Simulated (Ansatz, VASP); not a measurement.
# Ru: VASP beside Ansatz

INCAR

```
SYSTEM = Ru
PREC = Accurate
ENCUT = 520
EDIFF = 1E-8
ISMEAR = -1
SIGMA = 0.03
LREAL = .False.
LASPH = .True.
NELM = 60
ALGO = Normal
ISIF = 2
LWAVE = .False.
LCHARG = .False.
GGA = PS
LEFG = .True.
NBANDS = 21
```

The input KPOINTS:

```
Automatic mesh
0
Gamma
  14 14 8
  0 0 0
```

Contents of POSCAR:

```
Ru
1.0
    2.6967497705      0.0000000000      0.0000000000
   -1.3483748852      2.3354538089      0.0000000000
    0.0000000000      0.0000000000      4.2675791572
Ru
2
Direct
    0.3333333333      0.6666666667      0.2500000000
    0.6666666667      0.3333333333      0.7500000000
```

Input for Ansatz:

```yaml
crystal:
  lattice:
    - [2.6967497705, 0.0, 0.0]
    - [-1.3483748852, 2.3354538089, 0.0]
    - [0.0, 0.0, 4.2675791572]
  atoms:
    - { symbol: Ru, position: [0.3333333333, 0.6666666667, 0.25] }
    - { symbol: Ru, position: [0.6666666667, 0.3333333333, 0.75] }
kpoints:
  mp_grid: { grid: [14, 14, 8] }
scf:
  occupations: { method: fermi_dirac, width: 0.03 }
hamiltonian:
  xc: pbesol
  pseudopotentials: { kind: paw }
output:
  forces: true
  stress: true
  eigenvalues: true
  efg: { contact_densities: true }
  write_density: true
  write_potential: true
  elf: true
  volumetric_format: npy
```

Change from the starting cell: volume scaled by 0.99, PAW files.

Alike in both runs: task electric field gradients; functional PBEsol; k mesh 14 × 14 × 8; occupations fermi-dirac, width 0.03 eV; no spin polarisation.

|  | VASP | Ansatz |
| --- | --- | --- |
| version | VASP 6.6.1 | Ansatz 0.2.0 |
| potentials or method | VASP PAW PBE potentials, release 64 (Ru_pv) | PAW with Ansatz's default frozen-core files, scalar-relativistic |
| plane-wave cutoff (eV) | 520 | 420 |
| valence electrons in the cell | 28 | 32 |

Ansatz gave:

* pressure (GPa): -3.0
* largest component of the traceless stress (GPa): 1.28
* Vzz of the field gradient on the site that differs most (V/Å²): -9.6

**Question.** Estimate VASP's values.

**Answer.** Pressure (GPa): -3.1; largest component of the traceless stress (GPa): 1.26; Vzz of the field gradient on the site that differs most (V/Å²): -13.6.

With one functional, cell and mesh, what is left measures potentials, basis and numerics. The two sets of potentials don't hold the same shells in valence. Ansatz warned: «gradients_without_spin_orbit».

Caveats: the PAW data sets were made with another functional, which shifts forces and pressure a little (VASP).
